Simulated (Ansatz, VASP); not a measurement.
One calculation of P, two programs

Contents of POSCAR:

```
P
1.0
    4.2729048574      0.0000000000      0.0000000000
    0.0000000000      4.2729048574      0.0000000000
    0.0000000000      0.0000000000      4.3780000000
P
1
Direct
    0.0000000000      0.0000000000      0.0000000000
```

The input INCAR.step1:

```
PREC = Accurate ; ENCUT = 520
ISMEAR = 0 ; SIGMA = 0.1
LREAL = F ; LASPH = T
NELM = 100 ; NBANDS = 8
GGA = PE ; ALGO = Normal
EDIFF = 1E-4 ; LWAVE = T
LCHARG = F
```

The input INCAR.step2:

```
PREC = Accurate ; ENCUT = 520
EDIFF = 1E-7 ; ISMEAR = 0
SIGMA = 0.1 ; LREAL = F
LASPH = T ; NELM = 100
ALGO = Normal ; ISIF = 2
LWAVE = F ; LCHARG = T
METAGGA = R2SCAN ; LMIXTAU = T
LELF = T ; LVHAR = T
NBANDS = 8 ; ISTART = 1
```

Contents of KPOINTS:

```
Automatic mesh
0
Gamma
  4 4 4
```

Input for Ansatz:

```yaml
crystal:
  lattice:
    - [4.2729048574, 0.0, 0.0]
    - [0.0, 4.2729048574, 0.0]
    - [0.0, 0.0, 4.378]
  atoms:
    - { symbol: P, position: [0.0, 0.0, 0.0] }
basis:
  ecutwfc: 500
kpoints:
  mp_grid: { grid: [4, 4, 4] }
hamiltonian:
  xc: r2scan
scf:
  occupations: { method: gaussian, width: 0.1 }
output:
  forces: true
  stress: true
  eigenvalues: true
```

This isn't the form of P at room conditions, which is orthorhombic.

Alike in both runs: task single point; functional r2SCAN; k mesh 4 × 4 × 4; occupations gaussian, width 0.1 eV; no spin polarisation.

```csv
,VASP,Ansatz
version,VASP 6.6.1,Ansatz 0.2.0
potentials or method,"VASP PAW PBE potentials, release 64 (P)","scalar-relativistic, plane waves, PAW"
plane-wave cutoff (eV),520,500
valence electrons in the cell,5,5
```

|  | VASP | Ansatz | Ansatz less VASP |
| --- | --- | --- | --- |
| gap on the k mesh at the Fermi level (eV) | none | none | - |
| pressure (GPa) | -3.6 | -3.6 | +0.01 |
| largest component of the traceless stress (GPa) | 0.24 | 0.24 | 0.000 |

A gap of «none» marks a metal or a gap that the smearing closes.

Caveats: the k mesh is coarse (spacing up to 0.37 Å⁻¹), so the values aren't converged; the PAW data sets were made with another functional, which shifts forces and pressure a little (VASP).
